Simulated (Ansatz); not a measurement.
The system is Cd.

```xyz
1
Lattice="-1.6564 1.6564 1.6564 1.6564 -1.6564 1.6564 1.6564 1.6564 -1.6564" Properties=species:S:1:pos:R:3 pbc="T T T"
Cd    0.0000    0.0000    0.0000
```

This isn't the form of Cd at room conditions, which is hcp.

The cell isn't the ideal one: volume scaled by 0.8.

* Program: Ansatz 0.2.0
* Task: relaxation of cell and atoms
* Functional: BLYP
* Potentials or basis: Ansatz NC
* Cutoff: 1071 eV (not typed: the program's choice for these potentials)
* k mesh: 10 × 10 × 10
* Occupations: fermi-dirac, width 0.15 eV
* Spin: no spin polarisation

At the start: volume 18.18 Å³/atom.

Problem. How do energy, volume and symmetry change on relaxing?

Solution. It ends after 13 steps and the volume is 27.96 Å³/atom (+53.8 %); space group Im-3m (No. 229, to 0.05 Å).

The path:
| step | energy change (eV) | largest force (eV/Å) | volume (Å³) |
| --- | --- | --- | --- |
| 1 | 0.0000 | 0.0000 | 18.18 |
| 2 | -0.3104 | 0.0000 | 20.97 |
| 3 | -0.4138 | 0.0000 | 23.43 |
| 4 | -0.4250 | 0.0000 | 24.58 |
| 5 | -0.4250 | 0.0000 | 24.62 |
| 6 | -0.4530 | 0.0000 | 24.62 |
| 7 | -0.4666 | 0.0000 | 25.70 |
| 8 | -0.4748 | 0.0000 | 27.28 |
| 9 | -0.4751 | 0.0000 | 28.06 |
| 10 | -0.4752 | 0.0000 | 27.87 |
| 11 | -0.4760 | 0.0000 | 27.87 |
| 12 | -0.4761 | 0.0000 | 27.96 |
| 13 | -0.4761 | 0.0000 | 27.96 |

Final structure:
```xyz
1
Lattice="-1.9121 1.9121 1.9121 1.9121 -1.9121 1.9121 1.9121 1.9121 -1.9121" Properties=species:S:1:pos:R:3 pbc="T T T"
Cd    0.0000    0.0000    0.0000
```

Caveat: the potentials were made for another functional, which shifts forces and pressure; the plane-wave basis is chosen anew once the cell has moved, so the energies of steps on either side of that aren't comparable.
